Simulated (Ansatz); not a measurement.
## Sn4Se3: competing structures

Theory: DFT PBE, scalar-relativistic, plane waves, PAW (Ansatz 0.2.0). All cells share a 420 eV cutoff and Γ-centred k meshes spaced at most about 0.3 Å⁻¹ (about 0.25 or finer for metals, 2π included). No spin polarisation.

Formation energies are uncorrected and refer to the elements' standard structures at the same level. The references include grey tin.

All energies are static (0 K, no zero-point motion). The comparison covers the computed candidates alone. For metals, differences of a few meV/atom aren't resolved. The reference form of Se is held partly by dispersion forces, which this level lacks.

Invented guesses were relaxed alike, and ends that match in structure were merged. ΔE counts from the first row. Coordination counts Se atoms around Sn (those within 1.25 times the shortest such distance or 1.15 times the sum of covalent radii, 1.27 where that leaves under three; a plus sign parts nearer from farther groups; the shortest distance is added where it exceeds 1.18 times the sum of covalent radii; a slash parts the counts of unlike sites). The ends were matched against large subsets of the Crystallography Open Database and the Materials Project, so a missing match doesn't prove that a structure is unreported.

```
#                         reached from  type and space group  atoms  Å³/atom           coordination  ΔE (meV/atom)  gap on mesh (eV)  in databases
1  a cell proposed by chemical analogy      P4/nmm (No. 129)     14     28.5  Sn 4 from 4.0 Å/5/5+1              0              0.00      no match
2  a cell proposed by chemical analogy        R-3m (No. 166)      7     27.6                 Sn 3/6             47              0.00      no match
3                  Ge3As4 type (P-43m)       P-43m (No. 215)      7     31.2                   Sn 3            107              0.00      no match
4  a cell proposed by chemical analogy       Pm-3m (No. 221)      7     30.6                 Sn 4/6            115              0.00      no match
5  a cell proposed by chemical analogy       I-43d (No. 220)     14     27.3                 Sn 3+3            123              0.00      no match
```

The lowest: Space group P4/nmm (No. 129), tetragonal, a = 4.285 Å, c = 21.760 Å. Sn on a site of symmetry -4m2 has 4 Sn at 3.03 Å; Sn on a site of symmetry 4mm has 1 Se at 2.81 Å, 4 Se at 3.03 Å and 1 Se at 3.35 Å; Sn on a second site of symmetry 4mm has 1 Se at 2.84 Å, 4 Se at 3.03 Å and 1 Se at 3.36 Å; around Sn on a third site of symmetry 4mm lie 1 Se at 2.85 Å and 4 Se at 3.03 Å; Se on its first site has 1 Sn at 2.84 Å, 4 Sn at 3.03 Å and 1 Sn at 3.35 Å; 2 more sites not described. Its energy over the elements is −0.30 eV/atom. It lies below the elements, which doesn't yet make it stable against other compounds or structures. An observed structure of this formula, if there is one, may be missing.

```xyz
14
Lattice="4.2855 0.0000 0.0000 0.0000 4.2855 0.0000 0.0000 0.0000 21.7602" Properties=species:S:1:pos:R:3 pbc="T T T"
Sn    2.1427    2.1427    0.0000
Sn    0.0000    0.0000    0.0000
Sn    2.1427    0.0000    6.1318
Sn    2.1427    0.0000   12.3148
Sn    2.1427    0.0000   18.5189
Sn    0.0000    2.1427    3.2413
Sn    0.0000    2.1427    9.4455
Sn    0.0000    2.1427   15.6284
Se    2.1427    0.0000    9.4784
Se    2.1427    0.0000    3.3208
Se    2.1427    0.0000   15.6715
Se    0.0000    2.1427    6.0887
Se    0.0000    2.1427   12.2818
Se    0.0000    2.1427   18.4394
```

The second: Space group R-3m (No. 166), trigonal, a = 4.053 Å, c = 40.807 Å. Sn on its first site is surrounded by 3 Se at 2.99 Å and 3 Sn at 3.30 Å; Sn on its second site has 6 Se at 3.00–3.01 Å; Se on a site of symmetry 3m is surrounded by 6 Sn at 2.99–3.01 Å; Se on a site of symmetry -3m has 6 Sn at 3.00 Å. Counting Se atoms around Sn, the first has Sn 4 from 4.0 Å/5/5+1 and the second has Sn 3/6. Cells relaxed within their symmetry can be saddle points.

Space group R-3m:H (No. 166). a = 4.053 Å, b = 4.053 Å, c = 40.807 Å, α = 90.00°, β = 90.00°, γ = 120.00°
```
atom  site  symmetry       x       y       z
  Sn    6c        3m  0.3333  0.6667  0.8048
  Sn    6c        3m  0.0000  0.0000  0.7126
  Se    6c        3m  0.6667  0.3333  0.7591
  Se    3a       -3m  0.0000  0.0000  0.0000
```

Some structure types and database cells were kept out of the candidates from the start, so a known form may be missing.
